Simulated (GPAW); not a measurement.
Write an ASE script for GPAW 26.7.0 that does the following.

```yaml
Task: single point
Functional: PBE
Potentials_or_basis: GPAW PAW data sets (gpaw-data 1.2.1)
Cutoff: 600 eV
Basis: pw
k_mesh: 12 × 12 × 12
Occupations: gaussian, width 0.028 eV
Spin: no spin polarisation
Maxiter: 150
```

Crystal: W.

```
W
1.0
    -1.58234    1.58234    1.58234
     1.58234   -1.58234    1.58234
     1.58234    1.58234   -1.58234
W
1
Direct
  0.00000 0.00000 0.00000
```

The input as run:

run.py

```python
from ase import Atoms
from ase.dft.bandgap import bandgap
from ase.io import write
from ase.units import Bohr, GPa
from gpaw import GPAW, PW
from gpaw.elf import elf_from_dft_calculation

atoms = Atoms(['W'],
              cell=[[-1.582345, 1.582345, 1.582345],
                    [1.582345, -1.582345, 1.582345],
                    [1.582345, 1.582345, -1.582345]],
              scaled_positions=[[0.0, 0.0, 0.0]],
              pbc=True)

calc = GPAW(mode=PW(600),
            xc='PBE',
            kpts={'size': (12, 12, 12), 'gamma': True},
            occupations={'name': 'methfessel-paxton', 'order': 0, 'width': 0.028000000000000004},
            nbands=16,
            convergence={'density': 1e-05, 'energy': 1e-05},
            maxiter=150,
            txt='gpaw.txt')
atoms.calc = calc
energy = atoms.get_potential_energy()
forces = atoms.get_forces()
stress = atoms.get_stress()
calc.write('gs.gpw')
write('result.traj', atoms)
print(f'Energy: {energy:.6f} eV')
print('Forces (eV/A):')
print(forces.round(4))
print('Stress (GPa):', (stress / GPa).round(3))
print('Fermi level:', round(calc.get_fermi_level(), 4), 'eV')
print(f'Gap: {bandgap(calc)[0]:.4f} eV, direct: {bandgap(calc, direct=True)[0]:.4f} eV')

# fields on the real-space grid
write('density.cube', atoms, data=calc.get_pseudo_density() * Bohr**3)
write('potential.cube', atoms, data=calc.get_electrostatic_potential())
write('elf.cube', atoms, data=elf_from_dft_calculation(calc).data)
```

Potentials or basis: GPAW PAW data sets (gpaw-data 1.2.1), pw.

Command:

```bash
$ OMP_NUM_THREADS=1 python run.py
```

It gave:

```json
{"Pressure": "5.8 GPa", "Band gap on the k mesh": "none (metal or under the smearing width)"}
```

Run time: 8.3 s on 1 thread of Arm Neoverse V2, with other jobs on the host, peak memory 0.14 GiB.
